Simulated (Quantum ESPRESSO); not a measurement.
## W in Quantum ESPRESSO: the effect of functional

W:

```
CELL_PARAMETERS angstrom
-1.58234 1.58234 1.58234
1.58234 -1.58234 1.58234
1.58234 1.58234 -1.58234
ATOMIC_POSITIONS crystal
W 0.00000 0.00000 0.00000
```

Alike in all runs:

```yaml
Program: Quantum ESPRESSO 7.5
Task: phonons
Cutoff: 762 eV
Density_cutoff: 6095 eV
k_mesh: 8 × 8 × 8
Occupations: cold, width 0.2 eV
Spin: no spin polarisation
```

Each run relaxes the cell or the atoms first.

```tsv
functional	potentials or basis	relaxed volume (Å³/atom)	highest phonon frequency (cm⁻¹)
LDA	GBRV 1.5 LDA	15.49	176
PBE	GBRV 1.5 PBE	?	?
PBEsol	GBRV 1.5 PBEsol	15.73	182
WC	GBRV 1.5 PBE	15.84	180
BLYP	GBRV 1.5 PBE	16.74	158
RPBE	GBRV 1.5 PBE	16.35	177
vdW-DF-cx	GBRV 1.5 PBE	15.79	179
```

Problem. What does the run with functional PBE give?

Solution. Relaxed volume 16.16 Å³/atom; highest phonon frequency 179 cm⁻¹.

Caveats: the mesh is thin for the phonons of a metal; the potentials were made for another functional, which shifts forces and pressure (some runs).
